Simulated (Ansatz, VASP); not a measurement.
# Two plane-wave programs on Ag

Contents of INCAR:

```
SYSTEM = Ag
PREC = Accurate
ENCUT = 520
EDIFF = 1E-7
ISMEAR = -1
SIGMA = 0.1
LREAL = .FALSE.
LASPH = .TRUE.
NELM = 100
ALGO = Normal
ISIF = 2
LWAVE = .FALSE.
LCHARG = .FALSE.
NBANDS = 12
```

File KPOINTS:

```
regular mesh
0
G
  13 13 13
  0 0 0
```

The input POSCAR:

```
Ag
1.0
    2.6113069887      0.0000000000      0.0000000000
    0.0000000000      2.6113069887      0.0000000000
    0.0000000000      0.0000000000      2.6113069887
Ag
1
Direct
    0.0000000000      0.0000000000      0.0000000000
```

Input for Ansatz:

```yaml
crystal:
  lattice:
    - [2.6113069887, 0.0, 0.0]
    - [0.0, 2.6113069887, 0.0]
    - [0.0, 0.0, 2.6113069887]
  atoms:
    - { symbol: Ag, position: [0.0, 0.0, 0.0] }
hamiltonian:
  xc: lda
  pseudopotentials:
    kind: paw
    azcp:
      Ag: "pseudopotentials/Ag.paw.azcp"
basis:
  ecutwfc: 420
  fft_grid_basis: typed
kpoints:
  mp_grid: { grid: [13, 13, 13], shift: [0, 0, 0] }
magnetization:
  spin_polarized: false
scf:
  occupations: { method: fermi_dirac, width: 0.1 }
  lower_state_search: "off"
output:
  stress: true
```

Alike in both runs: task single point; functional LDA; k mesh 13 × 13 × 13; occupations fermi-dirac, width 0.1 eV; no spin polarisation.

|  | VASP | Ansatz |
| --- | --- | --- |
| version | VASP 6.6.1 | Ansatz 0.2.0 |
| potentials or method | VASP PAW LDA potentials, release 64 (Ag) | plane waves (420 eV) with PAW, scalar-relativistic |
| plane-wave cutoff (eV) | 520 | 420 |
| valence electrons in the cell | 11 | 19 |

```tsv
	VASP	Ansatz	Ansatz less VASP
pressure (GPa)	4.9	4.8	-0.06
```

The two sets of potentials don't hold the same shells in valence. Ansatz warned: «pseudo_functional_mismatch».
